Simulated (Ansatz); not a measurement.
The system is BaH2.

```xyz
6
Lattice="4.4620 0.0000 0.0000 -2.2310 3.8642 0.0000 0.0000 0.0000 6.0553" Properties=species:S:1:pos:R:3 pbc="T T T"
Ba    0.0000    2.5762    1.5138
Ba    2.2310    1.2881    4.5415
H     0.0000    0.0000    0.0000
H     0.0000    0.0000    3.0276
H     2.2310    1.2881    1.5138
H     0.0000    2.5762    4.5415
```

The cell comes from a database or a generator and needn't be the stable form of this composition.

Base run:

* Program: Ansatz 0.2.0
* Functional: BLYP
* Potentials or basis: Ansatz PAW
* Cutoff: 420 eV
* Density cutoff: 1680 eV
* k mesh: 7 × 7 × 5
* Occupations: fermi-dirac, width 0.05 eV
* Spin: no spin polarisation

Its results: band gap on the k mesh 2.26 eV, indirect (least direct gap 3.11 eV); pressure 1.2 GPa.

After a change of settings the same cell gave: band gap on the k mesh 1.78 eV, indirect (least direct gap 2.65 eV); pressure -2.3 GPa. Which change was it?
A. functional from BLYP to PBEsol
B. functional from BLYP to r2SCAN; cutoff from 420 eV to 500 eV; density cutoff from 1680 eV to 2000 eV; spin from no spin polarisation to spin-orbit coupling, no magnetisation; potential files from those of the base run to others of the same set
C. functional from BLYP to LDA
D. functional from BLYP to r2SCAN; cutoff from 420 eV to 500 eV; density cutoff from 1680 eV to 2000 eV

A.

PBEsol binds more tightly than BLYP, so the same cell stands under less pressure.

Caveats: the k mesh misses the band edges, so the gap on the mesh is wider than the one along the path; spin-orbit coupling is left out, which moves the levels of the heavy elements; the PAW data sets come from PBE, with cores solved anew for the run's functional, which leaves a small shift of forces and pressure; the potentials were made for another functional, which shifts forces and pressure (some runs).

Not every run made on this cell is shown here.
